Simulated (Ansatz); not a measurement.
# BeTe (rocksalt type): how the settings move a single-point run

Aim: see which settings change the result for BeTe (rocksalt type), by how much, and at what cost.

Computed with Ansatz 0.2.0 (reference: DFT, PBEsol, all-electron LAPW, scalar-relativistic, unless a step's input says otherwise).

## Step 1: Starting point

Symmetry: Fm-3m, No. 225, cubic system. The conventional cell has a = 3.906 Å, b = 3.906 Å, c = 3.906 Å, α = 90.00°, β = 90.00°, γ = 90.00°. Be (site symmetry m-3m) is surrounded by 6 Te at 1.95 Å. Te (site symmetry m-3m) is surrounded by 6 Be at 1.95 Å.

Structure file:

```
Be Te
1.0
     0.00000    1.95308    1.95308
     1.95308    0.00000    1.95308
     1.95308    1.95308    0.00000
Be Te
1 1
Direct
  0.00000 0.00000 0.00000
  0.50000 0.50000 0.50000
```

## Step 2: Baseline

Contents of input.yaml:

```yaml
crystal:
  lattice:
    - [0.0, 1.9530806866, 1.9530806866]
    - [1.9530806866, 0.0, 1.9530806866]
    - [1.9530806866, 1.9530806866, 0.0]
  atoms:
    - { symbol: Be, position: [0.0, 0.0, 0.0] }
    - { symbol: Te, position: [0.5, 0.5, 0.5] }
kpoints:
  mp_grid: { grid: [15, 15, 15] }
  band_path:
    path:
      - [0.0, 0.0, 0.0]
      - [0.5, 0.0, 0.5]
      - [0.625, 0.25, 0.625]
      - [0.375, 0.375, 0.75]
      - [0.0, 0.0, 0.0]
      - [0.5, 0.5, 0.5]
      - [0.5, 0.25, 0.75]
      - [0.5, 0.0, 0.5]
    npoints: 8
scf:
  occupations: { method: fermi_dirac, width: 0.08 }
hamiltonian:
  xc: pbesol
  pseudopotentials: { kind: all_electron, lapw: { basis_error: 0.001 } }
output:
  forces: true
  stress: true
  eigenvalues: true
  populations: true
  dos: { projected: true, de: 0.2, e_range: [-14, 8] }
```

The run is started by

```console
> ansatz run input.yaml --threads 1 --pin off --max-ram 2048MiB --backend cpu --events-out ev --progress --plain --runs-dir out
```

## Step 3: Changing settings: occupations.method cold, occupations.width 0.15, preconditioner none

Changes to input.yaml since step 2:

```diff
@@ -22,3 +22,4 @@
 scf:
-  occupations: { method: fermi_dirac, width: 0.08 }
+  occupations: { method: cold, width: 0.15 }
+  mixing: { preconditioner: none }
 hamiltonian:
@@ -31,2 +32 @@
   populations: true
-  dos: { projected: true, de: 0.2, e_range: [-14, 8] }
```

What does the calculation give? Wanted: for each run, ending; energy change; pressure; gap; force.

**Answer**, as computed:

```
                                                                    run     ending       energy change  pressure (GPa)  gap (eV)  force (eV/Å)  cycles  time
                                                              reference  converged                   0           405.2      0.00          0.00       6  17 s
1: occupations.method cold, occupations.width 0.15, preconditioner none  converged  0.0 meV/atom (σ→0)           405.1      0.00          0.00       6  17 s
```

Times don't compare one to one where runs were asked for different outputs or read a saved state (see the inputs); cycles may leave out searches for a lower state.

Residual by cycle in the longest SCF loop of each run; runs are numbered as in the table. The quantity is the density residual dr2, in eV.

```
cycle  reference    run 1
    1       1.91     1.92
    2      0.588   0.0459
    3    0.00188  0.00286
    4     1.7e-4   1.8e-4
    5     3.6e-6   9.5e-7
    6     6.8e-8   1.4e-9
```

**Reading.** Changing the smearing and mixing leaves the energy as it was (0.0 meV/atom). The structure is not at rest: the sound run finds 405 GPa, so these are no properties of the relaxed crystal. 
